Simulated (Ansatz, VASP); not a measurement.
## Two plane-wave programs on CdSe

Contents of INCAR:

```
PREC     = Accurate       # precision mode
ENCUT    = 600            # plane-wave cutoff, eV
EDIFF    = 1E-6           # SCF threshold, eV
ISMEAR   = 0              # smearing method
SIGMA    = 0.02           # smearing width, eV
LREAL    = False          # projectors in reciprocal space
LASPH    = True           # aspherical terms in the spheres
NELM     = 100            # most SCF steps
ALGO     = Normal         # electronic algorithm
ISIF     = 3              # what is computed and relaxed
LWAVE    = False          # write WAVECAR
LCHARG   = False          # write CHGCAR
GGA      = PS             # functional
IBRION   = 2              # ionic algorithm
NSW      = 70             # ionic steps
EDIFFG   = -0.005         # ionic threshold
```

Contents of KPOINTS:

```
Automatic mesh
0
Gamma
  10 10 10
```

File POSCAR:

```
CdSe
1.0
    0.0000000000      3.0984146604      3.0984146604
    3.0984146604      0.0000000000      3.0984146604
    3.0984146604      3.0984146604      0.0000000000
Cd Se
1 1
Direct
    0.0000000000      0.0000000000      0.0000000000
    0.7500000000      0.7500000000      0.7500000000
```

Input for Ansatz:

```yaml
crystal:
  lattice:
    - [0.0, 3.0984146604, 3.0984146604]
    - [3.0984146604, 0.0, 3.0984146604]
    - [3.0984146604, 3.0984146604, 0.0]
  atoms:
    - { symbol: Cd, position: [0.0, 0.0, 0.0] }
    - { symbol: Se, position: [0.75, 0.75, 0.75] }
basis:
  ecutwfc: 420
kpoints:
  mp_grid: { grid: [10, 10, 10] }
hamiltonian:
  xc: pbesol
scf:
  occupations: { method: gaussian, width: 0.02 }
output:
  forces: true
  stress: true
  eigenvalues: true
relax:
  adjacent_minimum: "off"
  f_tol: 0.005
  max_steps: 50
  cell: { stress_tol: 0.05 }
```

Alike in both runs: task relaxation of cell and atoms; functional PBEsol; k mesh 10 × 10 × 10; occupations gaussian, width 0.02 eV; no spin polarisation.

|  | VASP | Ansatz |
| --- | --- | --- |
| version | VASP 6.6.1 | Ansatz 0.2.0 |
| potentials or method | VASP PAW PBE potentials, release 64 (Cd, Se) | scalar-relativistic, plane waves, PAW |
| plane-wave cutoff (eV) | 600 | 420 |
| valence electrons in the cell | 18 | 36 |

Ansatz gave:

```
gap on the k mesh at the Fermi level, each at its own relaxed structure (eV) : 0.48
relaxed volume (Å³/atom)                                                     : 28.12
relaxed cell length with the largest relative difference (Å)                 : 4.300
energy change over the relaxation (meV/atom)                                 : -14
```

Task: Estimate VASP's values.

Result: gap on the k mesh at the Fermi level, each at its own relaxed structure (eV): 0.47; relaxed volume (Å³/atom): 28.27; relaxed cell length with the largest relative difference (Å): 4.308; energy change over the relaxation (meV/atom): -11.

The two sets of potentials don't hold the same shells in valence.

Caveats: the PAW data sets were made with another functional, which shifts forces and pressure a little (VASP). Expect the measured gap to be larger: semilocal functionals such as PBEsol lack the derivative discontinuity.
